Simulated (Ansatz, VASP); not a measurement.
Given: the input of a run of VASP 6.6.1 on GaP.

INCAR

```
SYSTEM = GaP
PREC     = Accurate       ! precision mode
ENCUT    = 520            ! plane-wave cutoff, eV
EDIFF    = 1E-6           ! SCF threshold, eV
ISMEAR   = 0              ! smearing method
SIGMA    = 0.015          ! smearing width, eV
LREAL    = .FALSE.        ! projectors in reciprocal space
LASPH    = .TRUE.         ! aspherical terms in the spheres
NELM     = 100            ! most SCF steps
ALGO     = Fast           ! electronic algorithm
ISIF     = 2              ! what is computed and relaxed
LWAVE    = .FALSE.        ! write WAVECAR
LCHARG   = .FALSE.        ! write CHGCAR
GGA      = PE             ! functional
NBANDS   = 16             ! bands
```

KPOINTS

```
regular mesh
0
G
  8 8 8
  0 0 0
```

Contents of POSCAR:

```
GaP
1.0
    0.0000000000      2.7252500000      2.7252500000
    2.7252500000      0.0000000000      2.7252500000
    2.7252500000      2.7252500000      0.0000000000
Ga P
1 1
Direct
    0.0000000000      0.0000000000      0.0000000000
    0.7500000000      0.7500000000      0.7500000000
```

Potentials or basis: VASP PAW PBE potentials, release 64 (Ga_d, P).

The run is started by

```sh
$ cat potpaw_PBE.64/Ga_d/POTCAR potpaw_PBE.64/P/POTCAR > POTCAR
$ mpirun -np 1 vasp_std > vasp.out
```

Question: Translate it to Ansatz 0.2.0. Potentials there: Ansatz PAW.

Answer: As run (the cutoff follows the program's own potentials):

File input.yaml:

```yaml
crystal:
  lattice:
    - [0.0, 2.72525, 2.72525]
    - [2.72525, 0.0, 2.72525]
    - [2.72525, 2.72525, 0.0]
  atoms:
    - { symbol: Ga, position: [0.0, 0.0, 0.0] }
    - { symbol: P, position: [0.75, 0.75, 0.75] }
hamiltonian:
  xc: pbe
  pseudopotentials: { kind: paw }
kpoints:
  mp_grid: { grid: [8, 8, 8] }
scf:
  occupations: { method: gaussian, width: 0.015 }
output:
  forces: true
  stress: true
  eigenvalues: true
```

Potentials or basis: Ansatz PAW.

Run with:

```console
$ ansatz run input.yaml --threads 2 --pin off --max-ram 5632MiB --backend cpu --events-out ev --progress --plain --runs-dir out
```

Both were run:

|  | VASP | Ansatz | Ansatz less VASP |
| --- | --- | --- | --- |
| gap on the k mesh at the Fermi level (eV) | 1.64 | 1.64 | +0.001 |
| least direct gap on the mesh (eV) | 1.83 | 1.83 | +0.002 |
| pressure (GPa) | 2.4 | 2.5 | +0.08 |

A k mesh can miss the band edges. As with any semilocal functional, this PBE gap is likely too small.
